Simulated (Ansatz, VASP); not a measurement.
# SrO: VASP beside Ansatz, part 2 of 2

Wanted: the spread between two codes on one cell, functional and k mesh. The cell is taken from a series of VASP runs on this material, whose earlier steps may have relaxed, scaled or displaced it; both programs get it as it stands.

VASP 6.6.1 and Ansatz 0.2.0.

So far. Step 4 (Differences): The walks stopped with 0.02 GPa left in Ansatz and 0.00 GPa in VASP; each walk ends within a tolerance, so the volume difference is uncertain by about these residues over the bulk modulus, most in soft cells.

## (5) Ansatz: relaxation of cell and atoms, PBEsol with D3(BJ)

Level of this step: Ansatz beside VASP: Kohn-Sham DFT, plane waves, PBEsol with D3(BJ) (Ansatz).

The relaxed volume is the usual yardstick between codes: its relative difference is about their pressure difference at one cell divided by the bulk modulus. The cell compared in this pair holds 32.93 Å³, against 34.82 Å³ for the pair before.

The cell is taken from a series of VASP runs on this material, whose earlier steps may have relaxed, scaled or displaced it; both programs get it as it stands.

input.yaml reads:

```yaml
crystal:
  lattice:
    - [0.0, 2.5439212588, 2.5439212588]
    - [2.5439212588, 0.0, 2.5439212588]
    - [2.5439212588, 2.5439212588, 0.0]
  atoms:
    - { symbol: Sr, position: [0.5, 0.5, 0.5] }
    - { symbol: O, position: [0.0, 0.0, 0.0] }
hamiltonian:
  xc: pbesol
  pseudopotentials: { kind: paw }
  dispersion: d3bj
kpoints:
  mp_grid: { grid: [8, 8, 8] }
scf:
  occupations: { method: gaussian, width: 0.03 }
relax:
  f_tol: 0.01
  max_steps: 60
  cell: { stress_tol: 0.05 }
output:
  forces: true
  stress: true
```

Command:

```
> ansatz run input.yaml --threads 4 --pin off --max-ram 9216MiB --backend cpu --events-out ev --progress --plain --runs-dir out
```

Numbers of over 12 decimals in the logs are rounded to 6 here.

What it wrote:

```text
[...]
Crystal: 2 atoms, lattice volume = 32.926 Å³
Basis set: ecut = 420 eV, 645 PW (Γ), exchange–correlation on 50×50×50 points (8 copies of the dense FFT grid, shifted against one another)
Bands: 12, of which v1, the nominal top of the filled ones, is band 8 counted from 1 (7 counted from 0)
Symmetry: 48 space group operations
[...]
k-points: 29 of 512
[...]
-0.038553      -0.000000      -0.000000
       -0.000000      -0.038553      -0.000000
       -0.000000      -0.000000      -0.038553
  P = ⅓ Tr σ = -0.0386 GPa (-0.386 kbar)
--- Relaxed structure (3 steps of the walk, 3 accepted, 1 SCFs on fresh bases) ---
[...]
cell:  # Å, volume = 32.7014 Å³
    - [0, 2.538119, 2.538119]
    - [2.538119, 0, 2.538119]
    - [2.538119, 2.538119, 0]
  atoms:
    - { symbol: Sr, position: [0.5, 0.5, 0.5] }
    - { symbol: O, position: [0, 0, 0] }
[key lines of the parts left out:]
SCF converged after 6 iterations
Free energy (F): -4056.650822 eV
Fermi energy:    9.781932 eV
```

It took 1.2 s on 4 threads of Arm Neoverse V2, shared host; peak memory 0.28 GiB.

## (6) VASP: relaxation of cell and atoms, PBEsol with D3(BJ)

The same cell, functional, mesh and smearing now go to VASP, with its own data sets and cutoff.

INCAR reads:

```
SYSTEM = SrO
PREC = Accurate
ENCUT = 520
EDIFF = 1E-06
NELM = 100
ISMEAR = 0
SIGMA = 0.03
LREAL = .FALSE.
ALGO = Normal
GGA = PS
IVDW = 12
NBANDS = 14
LORBIT = 11
LWAVE = .FALSE.
LCHARG = .FALSE.
KPAR = 4
IBRION = 2
NSW = 50
ISIF = 3
EDIFFG = -0.006
```

POSCAR reads:

```
SrO
1.0
    0.0000000000      2.5439212588      2.5439212588
    2.5439212588      0.0000000000      2.5439212588
    2.5439212588      2.5439212588      0.0000000000
Sr O
1 1
Direct
    0.5000000000      0.5000000000      0.5000000000
    0.0000000000      0.0000000000      0.0000000000
```

KPOINTS reads:

```
Automatic mesh
0
Gamma
8 8 8
0 0 0
```

Potentials, in the order of the species: Sr_sv and O (PBE family, release 64).

Command:

```
> mpirun -np 4 vasp_std
```

What it wrote:

```text
[banner, memory and clock lines left out]
running    4 mpi-ranks, on    1 nodes
[...]
|                                                                             |
|               ----> ADVICE to this user running VASP <----                  |
|                                                                             |
|     You enforced a specific xc type in the INCAR file but a different       |
|     [... a line on the potential file left out ...]
|     I HOPE YOU KNOW WHAT YOU ARE DOING!                                     |
|                                                                             |

 LDA part: xc-table for (Slater+PW92), standard interpolation
 POSCAR, INCAR and KPOINTS ok, starting setup
[...]
entering main loop
       N       E                     dE             d eps       ncg     rms          rms(c)
DAV:   1     0.600794140341E+02    0.60079E+02   -0.77788E+03   812   0.108E+03
DAV:   2    -0.114585368565E+02   -0.71538E+02   -0.65876E+02  1188   0.220E+02
DAV:   3    -0.145632200028E+02   -0.31047E+01   -0.30910E+01  1140   0.397E+01
DAV:   4    -0.146165806648E+02   -0.53361E-01   -0.53326E-01  1034   0.369E+00
[...]
DAV:  11    -0.126316349996E+02   -0.83602E-04   -0.90639E-05   874   0.762E-02    0.277E-02
DAV:  12    -0.126316422712E+02   -0.72716E-05   -0.11038E-05   884   0.280E-02    0.194E-02
DAV:  13    -0.126316424998E+02   -0.22858E-06   -0.19217E-06   878   0.117E-02
   1 F= -.13170420E+02 E0= -.13170420E+02  d E =-.131704E+02
[...]
reached required accuracy - stopping structural energy minimisation
```

Parts of OUTCAR (step 6):

```text
 Edisp (eV)   -0.53878

  Total      -0.00212    -0.00212    -0.00212     0.00000    -0.00000     0.00000
  in kB      -0.10320    -0.10320    -0.10320     0.00000    -0.00000     0.00000
  external pressure =       -0.10 kB  Pullay stress =        0.00 kB

 POSITION                                       TOTAL-FORCE (eV/Angst)
 -----------------------------------------------------------------------------------
      2.54392      2.54392      2.54392         0.000000     -0.000000     -0.000000
      0.00000      0.00000      0.00000        -0.000000      0.000000      0.000000
 -----------------------------------------------------------------------------------
    total drift:                                0.000000      0.000000      0.000000

  FREE ENERGIE OF THE ION-ELECTRON SYSTEM (eV)
  ---------------------------------------------------
  free  energy   TOTEN  =       -13.1704203795 eV

  energy  without entropy=      -13.1704203795  energy(sigma->0) =      -13.17042038

[... 2 parts as in an earlier step ...]

[... 2 further parts left out ...]
[key lines of the parts left out:]
E-fermi :   1.8765
```

## (7) Differences

What differs besides the data sets and the points named for the pairs above, as far as they apply: Ansatz makes its cores anew for this functional, VASP keeps those of its PBE data sets. Total energies have different zeros and are not compared.

Both answers:

| quantity | Ansatz | VASP | difference |
| --- | --- | --- | --- |
| volume (Å³) | 32.70 | 32.93 | -0.68 % |
| edge a after relaxation, in the typed setting (Å) | 3.589 | 3.598 | -0.23 % |

The walks stopped with -0.04 GPa left in Ansatz and -0.01 GPa in VASP; each walk ends within a tolerance, so the volume difference is uncertain by about these residues over the bulk modulus, most in soft cells.

## (8) Summary of results

| Item | Value |
| --- | --- |
| difference in volume (relaxation of cell and atoms, PBE) | -0.60 % |
| difference in volume (relaxation of cell and atoms, PBEsol with D3(BJ)) | -0.68 % |

**Reading.** The difference in volume is -0.68 % (relaxation of cell and atoms, PBEsol with D3(BJ)), within the 1.2 % picked in this series as the mark of a large difference, as far as the stopping tolerances let one tell. How closely two codes agree says nothing of how well the functional describes the real material.

[Lines on the potential files, build, host, timing and source positions are cut from VASP's logs without a mark.]

[Logs are printed without paths, hosts, clocks, repeated set-up lines and the standing remarks that a program may print on its own settings, such as how far it seeks lower states.]

[Hosts, paths, dates, database ids (printed as entryN), source tags and the programs' standing remarks are cut or masked in the printed files.]
